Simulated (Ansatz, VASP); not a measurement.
Two plane-wave programs on La

INCAR

```
SYSTEM = La
  ALGO = Normal
  EDIFF = 1E-6
  ENCUT = 520
  GGA = PS
  ISIF = 2
  ISMEAR = -1
  LASPH = .TRUE.
  LCHARG = .FALSE.
  LREAL = .FALSE.
  LWAVE = .FALSE.
  NBANDS = 18
  NELM = 80
  PREC = Accurate
  SIGMA = 0.1
```

The input KPOINTS:

```
k-points
0
G
  9 9 9
  0 0 0
```

File POSCAR:

```
La
1.0
    0.0000000000      3.4103397574      3.4103397574
    3.4103397574      0.0000000000      3.4103397574
    3.4103397574      3.4103397574      0.0000000000
La
2
Direct
    0.1250000000      0.1250000000      0.1250000000
    0.8750000000      0.8750000000      0.8750000000
```

Input for Ansatz:

```yaml
crystal:
  lattice:
    - [0.0, 3.4103397574, 3.4103397574]
    - [3.4103397574, 0.0, 3.4103397574]
    - [3.4103397574, 3.4103397574, 0.0]
  atoms:
    - { symbol: La, position: [0.125, 0.125, 0.125] }
    - { symbol: La, position: [0.875, 0.875, 0.875] }
hamiltonian:
  xc: pbesol
  pseudopotentials:
    kind: paw
    azcp:
      La: "pseudopotentials/La.paw.azcp"
basis:
  ecutwfc: 420
  fft_grid_basis: typed
kpoints:
  mp_grid: { grid: [9, 9, 9], shift: [0, 0, 0] }
magnetization:
  spin_polarized: false
scf:
  occupations: { method: fermi_dirac, width: 0.1 }
  lower_state_search: "off"
output:
  stress: true
```

Alike in both runs: task single point; functional PBEsol; k mesh 9 × 9 × 9; occupations fermi-dirac, width 0.1 eV; no spin polarisation.

```csv
,VASP,Ansatz
version,VASP 6.6.1,Ansatz 0.2.0
potentials or method,"VASP PAW PBE potentials, release 64 (La)","plane waves (420 eV) with PAW, scalar-relativistic"
plane-wave cutoff (eV),520,420
valence electrons in the cell,22,22
```

```tsv
	VASP	Ansatz	Ansatz less VASP
pressure (GPa)	-4.2	-4.2	0.00
```

Ansatz warned: «pseudo_functional_mismatch».

Caveats: the PAW data sets were made with another functional, which shifts forces and pressure a little (VASP). Spin-orbit coupling is left out, which matters for the levels of La.
